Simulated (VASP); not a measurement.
# KF (Pm-3m) in VASP: settings compared, part 3 of 3

VASP 6.6.1. Earlier steps stand in the parts before.

## (6) Electric field gradients, revPBE+D3

Input file INCAR:

```
SYSTEM = KF
  PREC = Accurate
  ENCUT = 600
  EDIFF = 1E-8
  ISMEAR = -5
  SIGMA = 0.05
  LREAL = .FALSE.
  LASPH = .TRUE.
  NELM = 80
  ALGO = Normal
  ISIF = 2
  LWAVE = .FALSE.
  LCHARG = .FALSE.
  GGA = RE
  IVDW = 11
  LEFG = .TRUE.
```

Input file KF.cif:

```cif
data_KF
_cell_length_a 3.25895500
_cell_length_b 3.25895500
_cell_length_c 3.25895500
_cell_angle_alpha 90.00000000
_cell_angle_beta 90.00000000
_cell_angle_gamma 90.00000000
_space_group_name_H-M_alt 'Pm-3m'
_space_group_name_Hall '-P 4 2 3'
_space_group_IT_number 221
loop_
_space_group_symop_operation_xyz
'x,y,z'
'-x,-y,-z'
'-y,x,z'
'y,-x,-z'
'-x,-y,z'
'x,y,-z'
'y,-x,z'
'-y,x,-z'
'x,-y,-z'
'-x,y,z'
'-y,-x,-z'
'y,x,z'
'-x,y,-z'
'x,-y,z'
'y,x,-z'
'-y,-x,z'
'z,x,y'
'-z,-x,-y'
'z,-y,x'
'-z,y,-x'
'z,-x,-y'
'-z,x,y'
'z,y,-x'
'-z,-y,x'
'-z,x,-y'
'z,-x,y'
'-z,-y,-x'
'z,y,x'
'-z,-x,y'
'z,x,-y'
'-z,y,x'
'z,-y,-x'
'y,z,x'
'-y,-z,-x'
'x,z,-y'
'-x,-z,y'
'-y,z,-x'
'y,-z,x'
'-x,z,y'
'x,-z,-y'
'-y,-z,x'
'y,z,-x'
'-x,-z,-y'
'x,z,y'
'y,-z,-x'
'-y,z,x'
'x,-z,y'
'-x,z,-y'
loop_
_atom_site_label
_atom_site_type_symbol
_atom_site_symmetry_multiplicity
_atom_site_Wyckoff_symbol
_atom_site_fract_x
_atom_site_fract_y
_atom_site_fract_z
_atom_site_occupancy
K1 K 1 a 0.0000000000 0.0000000000 0.0000000000 1
F1 F 1 b 0.5000000000 0.5000000000 0.5000000000 1
```

Input file KPOINTS:

```
regular mesh
0
G
  8 8 8
  0 0 0
```

Input file POSCAR:

```
K  F 
 1.0000000000000000
     3.2589549999999998    0.0000000000000000    0.0000000000000000
     0.0000000000000000    3.2589549999999998    0.0000000000000000
     0.0000000000000000    0.0000000000000000    3.2589549999999998
 K   F  
   1   1
Cartesian
  0.0000000000000000  0.0000000000000000  0.0000000000000000
  1.6294774999999999  1.6294774999999999  1.6294774999999999
```

Potentials or basis: VASP PAW PBE potentials, release 64 (K_sv_GW, F_GW).

Command:

```sh
> ase convert -i cif -o vasp KF.cif POSCAR
> cat potpaw_PBE.64/K_sv_GW/POTCAR potpaw_PBE.64/F_GW/POTCAR > POTCAR
> mpirun -np 1 vasp_std > vasp.out
```

OUTCAR:

```text
SYSTEM = KF
   PREC = Accurate
   ENCUT = 600
   EDIFF = 1E-8
   ISMEAR = -5
   LREAL = .FALSE.
   LASPH = .TRUE.
   NELM = 80
   ISIF = 2
   GGA = RE
   IVDW = 11
 IVDW          = 11

 ion  position               nearest neighbor table
   1  0.000  0.000  0.000-
   2  0.500  0.500  0.500-

  LATTYP: Found a simple cubic cell.
 ALAT       =     3.2589550000

  Lattice vectors:

[... 579 lines left out ...]
    total drift:                                0.000000      0.000000      0.000000

  FREE ENERGIE OF THE ION-ELECTRON SYSTEM (eV)
  ---------------------------------------------------
  free  energy   TOTEN  =       -10.8160087513 eV

  energy  without entropy=      -10.8160087513  energy(sigma->0) =      -10.81600875

 Electric field gradients (V/A^2)
---------------------------------------------------------------------
 ion       V_xx      V_yy      V_zz      V_xy      V_xz      V_yz
---------------------------------------------------------------------
   1      -0.000    -0.000    -0.000    -0.000     0.000    -0.000
   2      -0.000    -0.000     0.000    -0.000    -0.000     0.000
---------------------------------------------------------------------

 Electric field gradients after diagonalization (V/A^2)
 (convention: |V_zz| > |V_xx| > |V_yy|)
----------------------------------------------------------------------
 ion       V_xx      V_yy      V_zz     asymmetry (V_yy - V_xx)/ V_zz
----------------------------------------------------------------------
   1      -0.000    -0.000    -0.000      -0.023
   2      -0.000     0.000    -0.000      -1.193
----------------------------------------------------------------------

           NMR quadrupolar parameters

 Cq : quadrupolar parameter    Cq=e*Q*V_zz/h
 eta: asymmetry parameters     (V_yy - V_xx)/ V_zz
 Q  : nuclear electric quadrupole moment in mb (millibarn)
----------------------------------------------------------------------
 ion       Cq(MHz)       eta       Q (mb)
----------------------------------------------------------------------
   1      -0.000      -0.023       1.000
   2      -0.000      -1.193       1.000
----------------------------------------------------------------------
```

stdout:

```text
POSCAR found type information on POSCAR K F
 POSCAR found :  2 types and       2 ions
 scaLAPACK will be used
 -----------------------------------------------------------------------------
|                                                                             |
|                                                                             |
|     You enforced a specific xc type in the INCAR file but a different       |
|     I HOPE YOU KNOW WHAT YOU ARE DOING!                                     |
|                                                                             |
 -----------------------------------------------------------------------------

 LDA part: xc-table for (Slater+PW92), standard interpolation
 POSCAR, INCAR and KPOINTS ok, starting setup
 FFT: planning ... GRIDC
 FFT: planning ... GRID_SOFT
 FFT: planning ... GRID
 WAVECAR not read
 entering main loop
ion   1

ion   2
```

It took 37 s on 1 thread of Intel Xeon Platinum 8175M at 2.50GHz (Skylake/Cascade Lake), shared host; peak memory 0.17 GiB.

What came out:

| Property | Result |
| --- | --- |
| Free energy | -10.8160 eV |
| Pressure | 2.0 GPa |
| Band gap on the k mesh | 6.52 eV, indirect (least direct gap 6.57 eV) |
| Dispersion energy per atom | -0.362 eV |

Levels at points of the mesh, in eV from the valence-band top:
```csv
k point,band 4,band 5,band 6,band 7,band 8,band 9,band 10,band 11,band 12
"(0.00, 0.00, 0.00)",-10.16,-10.16,-0.05,-0.05,-0.05,6.52,8.43,8.43,13.60
"(0.50, 0.00, 0.00)",-10.05,-10.05,-1.18,-0.16,-0.16,9.38,9.53,11.06,12.33
"(0.50, 0.50, 0.00)",-10.90,-9.97,-0.61,-0.61,0.00,8.60,9.13,11.82,11.82
"(0.50, 0.50, 0.50)",-10.71,-10.71,-1.01,-1.01,-1.01,10.49,10.49,10.49,15.06
```

Electric field gradients, principal values (V/Å²):
```csv
atom,Vxx,Vyy,Vzz
1 K,0.000,0.000,0.000
2 F,0.000,0.000,0.000
```

Caveat: the cutoff is under 1.25 times the usual one of these potentials, so pressure, stress and relaxed cells hold a basis-set (Pulay) error; the PAW data sets were made with another functional, which shifts forces and pressure a little. A hybrid or GW would open this gap; revPBE tends to underestimate it.

## (7) The reference run

An earlier run on the cell as given: functional PBE; potentials or basis VASP PAW PBE potentials, release 64 (K_sv, F); cutoff 520 eV; k mesh 8 × 8 × 8; occupations fermi-dirac, width 0.05 eV; no spin polarisation.

- Pressure: 0.0 GPa
- Band gap on the k mesh: 6.26 eV, indirect (least direct gap 6.31 eV)

## (8) Summary

| task | level | potentials or basis | cell | k mesh | cutoff (eV) | smearing | cutoff of the response function | frequency points | empty bands | GW scheme | GW iterations | gap on the mesh (eV) | pressure (GPa) |
| --- | --- | --- | --- | --- | --- | --- | --- | --- | --- | --- | --- | --- | --- |
| G0W0 quasiparticle levels | r2SCAN | VASP PAW PBE potentials, release 64 (K_sv_GW, F_GW) | as given | 5 × 5 × 5 | 500 | gaussian 0.01 eV | 100 | 64 | 46 | G0W0 | 1 | - | - |
| phonons | optPBE-vdW | VASP PAW PBE potentials, release 64 (K_sv, F) | relaxed from: cell strained at random at fixed volume | 6 × 6 × 6 | 600 | gaussian 0.05 eV | - | - | - | - | - | - | - |
| band structure | AM05 | VASP PAW PBE potentials, release 64 (K_sv, F) | atoms moved at random, drawn with an rms of 0.02 Å | 8 × 8 × 8 | 520 | fermi-dirac 0.1 eV | - | - | - | - | - | - | - |
| electric field gradients | revPBE+D3 | VASP PAW PBE potentials, release 64 (K_sv_GW, F_GW) | as given | 8 × 8 × 8 | 600 | tetrahedron | - | - | - | - | - | 6.52 | 2.0 |
| single point | PBE | VASP PAW PBE potentials, release 64 (K_sv, F) | as given | 8 × 8 × 8 | 520 | fermi-dirac 0.05 eV | - | - | - | - | - | 6.26 | 0.0 |

Alike in all rows: no spin polarisation.

Caveats: the PAW data sets were made with another functional, which shifts forces and pressure a little (some runs); the cutoff is under 1.25 times the usual one of these potentials, so pressure, stress and relaxed cells hold a basis-set (Pulay) error (some runs); bands, screening cutoff and mesh are small and nothing is extrapolated, so the quasiparticle values aren't converged (some runs); an odd mesh through Γ misses points on the zone boundary, where band edges often lie (some runs); the first step relaxes the cell, so the strain put on the starting cell is gone in the result (some runs).

Total energies depend on the potentials used, so only differences within one code and one set of settings carry meaning.
